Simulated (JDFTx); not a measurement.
# TaN under changes of volume

One of the cells (10.813 Å³/atom); the others are scaled copies at fixed shape and fractional positions:

```
Ta N
1.0
     0.00000    2.21132    2.21132
     2.21132    0.00000    2.21132
     2.21132    2.21132    0.00000
Ta N
1 1
Direct
  0.50000 0.50000 0.50000
  0.00000 0.00000 0.00000
```

The cell comes from a database or a generator and needn't be the stable form of this composition.

```yaml
Program: JDFTx 1.7.0 (patched build)
Functional: PBE
Potentials_or_basis: PseudoDojo-SR-PBE-0.5-standard
Cutoff: 1143 eV
Density_cutoff: 9143 eV
k_mesh: 10 × 10 × 10
Occupations: fermi-dirac, width 0.05 eV
Spin: no spin polarisation
```

```tsv
volume (Å³/atom)	energy over the lowest point (meV/atom)	pressure (GPa)
10.164	?	?
10.381	14.19	12.7
10.597	2.25	5.1
10.813	0.00	-1.7
11.030	6.44	-7.7
11.246	20.68	-13.2
11.462	41.89	-18.1
```

Problem. What does the run at 10.164 Å³/atom give?

Solution. Energy over the lowest point 36.95 meV/atom; pressure 21.2 GPa.

Worked out: A Birch-Murnaghan fit of order 3 (a polynomial in V^(-2/3)) to the other rows has its minimum at 10.76 Å³/atom with B0 = V·E''(V) = 329 GPa and B' = 4.4. It gives 37.04 meV/atom at 10.164 Å³/atom, against the run's 36.95, and -dE/dV = 21.2 GPa, against 21.2.

Energies are extrapolated to zero smearing.
